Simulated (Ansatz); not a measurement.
SiC: ε∞ with and without local fields

Plane-wave DFT in Ansatz with scalar-relativistic PAW potentials. The crystal relaxes under PBE to F-43m with a = 4.380 Å, 10.50 Å³/atom. No spin polarisation.

A sum over independent transitions (PBE, gap on the mesh 1.37 eV) gives a mean ε∞ of 7.24.

**Question.** What does self-consistent linear response to a field give, and why do the two differ?

**Answer.** 7.00, which is 3.2 % lower. The response calculation lets the induced density act back: the Hartree local fields oppose the polarisation and lower ε∞, more so where the density is uneven, while the exchange-correlation kernel raises it again by part of that. The net effect here is a decrease, as usual.